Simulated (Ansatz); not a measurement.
# Sb (I4/mmm) in Ansatz: a series of runs

One crystal, Sb, is run at these levels: PBEsol; tasks: band structure.

All numbers are computed with Ansatz 0.2.0; they aren't measurements. Logs are shortened: lines on timing, memory, paths and dates and some standing lists are left out, and cuts for length are marked.

## Step 1: The crystal as given

Symmetry: I4/mmm, No. 139, tetragonal system. Conventional cell: a = 3.153 Å, b = 3.153 Å, c = 5.424 Å, α = 90.00°, β = 90.00°, γ = 90.00°. Around Sb (site symmetry 4/mmm) lie 12 Sb at 3.15 to 3.51 Å.

This isn't the form of Sb at room conditions, which is rhombohedral.

## Step 2: Band structure, PBEsol

The input, input.yaml:

```yaml
crystal:
  lattice:
    - [-1.5765401831, 1.5765401831, 2.7119384313]
    - [1.5765401831, -1.5765401831, 2.7119384313]
    - [1.5765401831, 1.5765401831, -2.7119384313]
  atoms:
    - { symbol: Sb, position: [0.0, 0.0, 0.0] }
kpoints:
  mp_grid: { grid: [9, 9, 9] }
  band_path:
    path:
      - [0.0, 0.0, 0.0]
      - [0.0, 0.0, 0.5]
      - [-0.1689742169, 0.1689742169, 0.5]
      - [-0.3344871084, 0.3344871084, 0.3344871084]
      - [0.0, 0.0, 0.0]
      - [0.5, 0.5, -0.5]
      - [0.3344871084, 0.6655128916, -0.3344871084]
      - [0.0, 0.5, 0.0]
    npoints: 8
scf:
  occupations: { method: fermi_dirac, width: 0.05 }
hamiltonian:
  xc: pbesol
  pseudopotentials: { kind: all_electron, lapw: { basis_error: 0.001 } }
output:
  forces: true
  stress: true
  eigenvalues: true
```

Potentials or basis: all-electron LAPW, scalar-relativistic.

Run with:

```console
ansatz run input.yaml --threads 1 --pin off --max-ram 3072MiB --backend cpu --events-out ev --progress --plain --runs-dir out
```

What it wrote:

```text
Warning: RAYON_NUM_THREADS=1 ignored (pool sized by the plan → 1); use --threads N
LAPW: plane waves up to 6.976 Å⁻¹, error target 1.0e-3 eV per atom; small_component_spin mean_spin; Sb in spheres of 1.577 Å, 23 of its electrons in bands, Dirac shells [] (how accurate: hamiltonian.pseudopotentials.lapw.basis_error, Limitations)
Engine: ansatz 0.2.0, x86_64-unknown-linux-gnu
Pseudopotentials: kind: all_electron
Pseudopotential: Sb, LAPW, valence charge 23, lapw/all_electron/scalar/gaussian/Sb, Koelling and Harmon's equation, gaussian nucleus
Functional definition: PBEsol
  exchange = pbesol_x
  correlation = pbesol_c
Crystal: 1 atoms, lattice volume = 26.962 Å³
Basis set: ecut = 185.39889331376713 eV, 155 PW (Γ), FFT grids on a1+a3, a2+a3, a3, exchange–correlation at level 2
Bands: 16, of which v1, the nominal top of the filled ones, is band 12 counted from 1 (11 counted from 0)
Symmetry: 16 space group operations
Space group: I4/mmm (ITA 139), of the structure as read, at distance tolerance 3.0e-5 Å
k-points: 75 of 729
Non-local potential: Sb, projectors of the file, none
Initial density: superposition of atomic densities (chi_scale 0.1, normalization cell)
Initial wavefunctions: plane waves of lowest kinetic energy (no species holds an atomic orbital)
Functional: x = pbesol(κ = 0.804, μ = 0.12345679012345678), c = pbesol(β = 0.046)
iter 1 solved again at ethr=4.72e-5 eV; its pass at ethr=1.00e-1 eV (dr2=1.09e-2 eV) is discarded
SCF iter   1: F=—  HF=-176291.586388 eV  |F-HF|=—  |Δ(HF+E_count)|=         —  Δρ=7.30e-3  dr2=1.09e-2  ethr=4.72e-5  ⟨swp⟩=3.4  Hψ=8426  notcnv=0
preconditioner: auto → Kerker (q_TF=auto, 2.657 Å⁻¹)  [metal: Δε(μ)=0.042 eV  Ē_g=12.519 eV  σ=0.050 eV  W_gap=0.20  n_scr=10 (ndim 8)  ℏωp=16.0 eV  f_vac=0.000  D(μ)=0.79/eV (n_scr^D=8)]
SCF iter   2: F=—  HF=-176291.576715 eV  |F-HF|=—  |Δ(HF+E_count)|=   9.67e-3  Δρ=4.54e-3  dr2=4.71e-3  ethr=4.72e-5  ⟨swp⟩=2.0  Hψ=3352  notcnv=0
SCF iter   3: F=—  HF=-176291.575351 eV  |F-HF|=—  |Δ(HF+E_count)|=   1.36e-3  Δρ=1.99e-3  dr2=1.08e-3  ethr=2.05e-5  ⟨swp⟩=2.0  Hψ=3354  notcnv=0
SCF iter   4: F=—  HF=-176291.575243 eV  |F-HF|=—  |Δ(HF+E_count)|=   1.08e-4  Δρ=8.85e-4  dr2=2.41e-4  ethr=4.67e-6  ⟨swp⟩=2.0  Hψ=3352  notcnv=0
iter 5 solved again at ethr=3.16e-8 eV; its pass at ethr=1.05e-6 eV (dr2=7.28e-6 eV) is discarded
SCF iter   5: F=—  HF=-176291.575288 eV  |F-HF|=—  |Δ(HF+E_count)|=   4.52e-5  Δρ=1.52e-4  dr2=7.27e-6  ethr=3.16e-8  ⟨swp⟩=2.0  Hψ=5722  notcnv=0
SCF iter   6: F=—  HF=-176291.575288 eV  |F-HF|=—  |Δ(HF+E_count)|=   4.02e-7  Δρ=5.51e-5  dr2=1.11e-6  ethr=3.16e-8  ⟨swp⟩=2.0  Hψ=3352  notcnv=0
SCF iter   7: F=-176291.575288 eV  HF=-176291.575288 eV  |F-HF|=5.53e-10  |Δ(HF+E_count)|=   7.49e-8  Δρ=1.28e-5  dr2=6.31e-8  ethr=4.82e-9  ⟨swp⟩=2.0  Hψ=3352  notcnv=0
SCF 1 converged in 7 iterations: F = -176291.575288 eV  dr2 = 6.31e-8
NSCF: frozen V_eff on 57 k-points
SCF converged after 7 iterations
Free energy (F): -176291.575288 eV
Harris-Foulkes:  -176291.575288 eV  (|F-HF|=5.53e-10)
Internal energy: -176291.568707 eV  (E = F + TS)
E sigma→0 (E₀):  -176291.571998 eV
Entropy (-TS):   -0.006581 eV (-6.581 meV/atom)
Fermi energy:    14.473805 eV
--- Per-component energies (eV) ---
  E_band       = -858.336580
  E_kinetic    = 185775.495920
  E_xc         = -4566.237698
  E_electrostatic = -357500.826928  (all electrons and nuclei)
  E_smearing   = -0.006581  (= −TS)
  E_closure    = 0.000000  (closes the sum)
  E_atoms      = -176287.264445  (free atoms, spherical and without spin; not in F)
  Σ components = -176291.575288   (vs F -176291.575288, Δ=0.00e0)
  Basis errors (estimates in eV, not in F): energy 2.8e-4 per atom: plane waves 2.7e-4 (1.4e-4 summed), levels above the bands 7.6e-100, relativity 1.2e-8, radial functions 8.3e-6, core shells 2.8e-10; eigenvalues (radial functions only) 1.3e-4; not estimated: angular momenta, meshes, grids; target (lapw.basis_error) 1.0e-3; muffin-tin radii Sb 1.577 Å
--- Forces (eV/Å), atoms counted from 1 ---
  atom   1  Sb    -0.00000000     0.00000000     0.00000000
  max |Σ_I F_I| component: 1.97e-31 eV/Å
--- Stress (GPa, compression-positive) ---
       -1.439247       0.000000      -0.000000
        0.000000      -1.439247      -0.000000
       -0.000000      -0.000000      -0.547987
  P = ⅓ Tr σ = -1.1422 GPa (-11.422 kbar)
--- Band table (eV; the first three rows and the last of 75) ---
  k-point 0: bands = ["-129.8028", "-82.8405", "-82.8207", "-82.8207", "-14.8199", "-14.7725", "-14.7373", "-14.7373", "-14.6847", "1.5014", "19.1004", "19.8791", "19.8791", "24.4079", "25.0266", "25.5791"]
  k-point 1: bands = ["-129.8027", "-82.8405", "-82.8210", "-82.8210", "-14.7970", "-14.7640", "-14.7435", "-14.7343", "-14.6929", "1.8740", "18.2789", "18.4544", "18.5830", "22.7915", "24.7172", "25.7690"]
  k-point 2: bands = ["-129.8027", "-82.8405", "-82.8217", "-82.8216", "-14.7593", "-14.7451", "-14.7384", "-14.7265", "-14.7125", "2.9850", "16.0614", "16.2966", "17.0702", "20.8695", "22.9650", "25.3240"]
  k-point 74: bands = ["-129.8027", "-82.8412", "-82.8212", "-82.8209", "-14.8271", "-14.7771", "-14.6929", "-14.6872", "-14.6768", "5.3237", "8.9941", "14.7965", "16.7598", "20.7091", "22.6737", "34.2293"]
```

Wall time 8.5 s (1 thread of AMD EPYC 7R43 (Zen 3), shared host); peak memory 0.27 GiB.

Results:

```yaml
Free_energy: -176291.5753 eV
Pressure: -1.1 GPa
Band_gap_along_the_path: none (metal or under the smearing width)
```

Stress tensor (GPa, compression positive):
```
-1.44  0.00  0.00
 0.00 -1.44  0.00
 0.00  0.00 -0.55
```

Levels at the corners of the path, in eV from the Fermi level:
```
point  band 9  band 10  band 11  band 12  band 13  band 14  band 15  band 16
    Γ  -29.16   -12.97     4.63     5.41     5.41     9.93    10.55    11.11
    X  -29.09    -6.67    -4.41    -1.03     0.58     3.45     4.41    15.62
    Y  -29.15    -7.30    -3.43    -2.26    -1.82     7.34     8.74    16.28
    S  -29.17    -8.44    -4.05    -3.93     3.68     7.44    14.84    15.28
    Γ  -29.16   -12.97     4.63     5.41     5.41     9.93    10.55    11.11
    Z  -29.15    -9.29    -5.68     2.10     2.10     6.02     6.15    21.16
   S1  -29.17    -8.44    -4.05    -3.93     3.68     7.44    14.84    15.28
    N  -29.14    -9.14    -5.82     1.76     5.35     6.21    10.38    10.68
```

Caveat: the k mesh is thin for a metal, which can move the energy by tens of meV per atom; spin-orbit coupling is left out, which moves the levels of the heavy elements.

## Step 3: Band structure, PBEsol, spin-orbit coupling, no magnetisation

Changes to input.yaml since step 2:

```diff
@@ -25,2 +25,5 @@
   pseudopotentials: { kind: all_electron, lapw: { basis_error: 0.001 } }
+magnetization:
+  noncollinear: true
+  spin_orbit: true
 output:
```

Potentials or basis: all-electron LAPW, relativistic spinors.

Run with:

```console
ansatz run input.yaml --threads 1 --pin off --max-ram 3072MiB --backend cpu --events-out ev --progress --plain --runs-dir out
```

Wall time 58 s (1 thread of AMD EPYC 7R43 (Zen 3), shared host); peak memory 0.42 GiB.

It converged, with:

```
Free energy             : -176347.4236 eV
Pressure                : -1.0 GPa
Band gap along the path : none (metal or under the smearing width)
```

Stress tensor (GPa, compression positive):
```
-1.22  0.00  0.00
 0.00 -1.22  0.00
 0.00  0.00 -0.45
```

Levels at the corners of the path, in eV from the Fermi level:
```tsv
point	band 22	band 23	band 24	band 25	band 26	band 27
Γ	4.19	5.43	5.43	5.81	5.81	9.95
X	-4.43	-1.05	-1.05	0.63	0.63	3.47
Y	-3.49	-2.27	-2.27	-1.75	-1.75	7.35
S	-4.17	-3.80	-3.80	3.68	3.68	7.46
Γ	4.19	5.43	5.43	5.81	5.81	9.95
Z	-5.68	1.81	1.81	2.38	2.38	6.04
S1	-4.17	-3.80	-3.80	3.68	3.68	7.46
N	-5.82	1.73	1.73	5.37	5.37	6.23
```

Caveat: the k mesh is thin for a metal, which can move the energy by tens of meV per atom.

## Step 4: Band structure, PBEsol

Changes to input.yaml since step 3:

```diff
@@ -8,3 +8,3 @@
 kpoints:
-  mp_grid: { grid: [9, 9, 9] }
+  mp_grid: { grid: [12, 12, 12] }
   band_path:
@@ -19,3 +19,3 @@
       - [0.0, 0.5, 0.0]
-    npoints: 8
+    npoints: 10
 scf:
@@ -25,5 +25,2 @@
   pseudopotentials: { kind: all_electron, lapw: { basis_error: 0.001 } }
-magnetization:
-  noncollinear: true
-  spin_orbit: true
 output:
```

Potentials or basis: all-electron LAPW, scalar-relativistic.

Run with:

```console
ansatz run input.yaml --threads 1 --pin off --max-ram 3072MiB --backend cpu --events-out ev --progress --plain --runs-dir out
```

It took 15 s on 1 thread of AMD EPYC 7R43 (Zen 3), shared host; peak memory 0.35 GiB.

It converged, with:

- Free energy: -176291.5637 eV
- Pressure: -1.3 GPa
- Band gap along the path: none (metal or under the smearing width)

Stress tensor (GPa, compression positive):
```
-1.06  0.00  0.00
 0.00 -1.06  0.00
 0.00  0.00 -1.64
```

Levels at the corners of the path, in eV from the Fermi level:
```tsv
point	band 9	band 10	band 11	band 12	band 13	band 14	band 15	band 16
Γ	-29.15	-12.96	4.64	5.42	5.42	9.95	10.57	11.12
X	-29.08	-6.66	-4.39	-1.01	0.59	3.47	4.42	15.63
Y	-29.14	-7.29	-3.42	-2.25	-1.80	7.36	8.75	16.29
S	-29.16	-8.42	-4.03	-3.92	3.69	7.45	14.85	15.29
Γ	-29.15	-12.96	4.64	5.42	5.42	9.95	10.57	11.12
Z	-29.13	-9.28	-5.67	2.11	2.11	6.04	6.16	21.17
S1	-29.16	-8.42	-4.03	-3.92	3.69	7.45	14.85	15.29
N	-29.13	-9.13	-5.80	1.77	5.36	6.22	10.39	10.69
```

Caveat: spin-orbit coupling is left out, which moves the levels of the heavy elements.

## Step 5: Band structure, PBEsol

Changes to input.yaml since step 4:

```diff
@@ -24,3 +24,6 @@
   xc: pbesol
-  pseudopotentials: { kind: all_electron, lapw: { basis_error: 0.001 } }
+  pseudopotentials:
+    kind: all_electron
+    lapw: { basis_error: 0.001 }
+    relativity: none
 output:
```

Potentials or basis: all-electron LAPW, non-relativistic.

Run with:

```console
ansatz run input.yaml --threads 1 --pin off --max-ram 3072MiB --backend cpu --events-out ev --progress --plain --runs-dir out
```

Run time: 15 s. Hardware: 1 thread of AMD EPYC 7R43 (Zen 3), shared host; peak memory 0.34 GiB.

Results (log left out):

```
Free energy             : -171783.3334 eV
Pressure                : -0.8 GPa
Band gap along the path : none (metal or under the smearing width)
```

Stress tensor (GPa, compression positive):
```
-0.92  0.00  0.00
 0.00 -0.92  0.00
 0.00  0.00 -0.68
```

Levels at the corners of the path, in eV from the Fermi level:
```csv
point,band 9,band 10,band 11,band 12,band 13,band 14,band 15,band 16
Γ,-30.87,-12.41,4.73,5.50,5.50,9.46,10.26,10.93
X,-30.81,-5.48,-4.51,-1.08,0.53,3.39,4.05,15.31
Y,-30.86,-6.15,-3.54,-2.39,-1.90,7.31,8.45,15.87
S,-30.88,-7.41,-4.17,-4.06,3.68,7.28,14.68,15.07
Γ,-30.87,-12.41,4.73,5.50,5.50,9.46,10.26,10.93
Z,-30.86,-8.38,-5.80,2.08,2.08,5.61,6.29,20.68
S1,-30.88,-7.41,-4.17,-4.06,3.68,7.28,14.68,15.07
N,-30.85,-8.26,-5.94,1.75,5.43,6.10,10.13,10.69
```

Caveat: relativity is left out, which matters for the heavier elements; spin-orbit coupling is left out, which moves the levels of the heavy elements.

## Step 6: Summary

| potentials or basis | spin | k mesh | pressure (GPa) |
| --- | --- | --- | --- |
| all-electron LAPW, scalar-relativistic | off | 9 × 9 × 9 | -1.1 |
| all-electron LAPW, relativistic spinors | SOC, no magnetisation | 9 × 9 × 9 | -1.0 |
| all-electron LAPW, scalar-relativistic | off | 12 × 12 × 12 | -1.3 |
| all-electron LAPW, non-relativistic | off | 12 × 12 × 12 | -0.8 |

Alike in all rows: task band structure; level PBEsol; cell as given; cutoff (eV) 185; smearing fermi-dirac 0.05 eV; basis error allowed 0.001 eV/atom.

Caveats: spin-orbit coupling is left out, which moves the levels of the heavy elements (some runs); the k mesh is thin for a metal, which can move the energy by tens of meV per atom (some runs); relativity is left out, which matters for the heavier elements (some runs).

Compare energies only between runs with the same functional and basis.
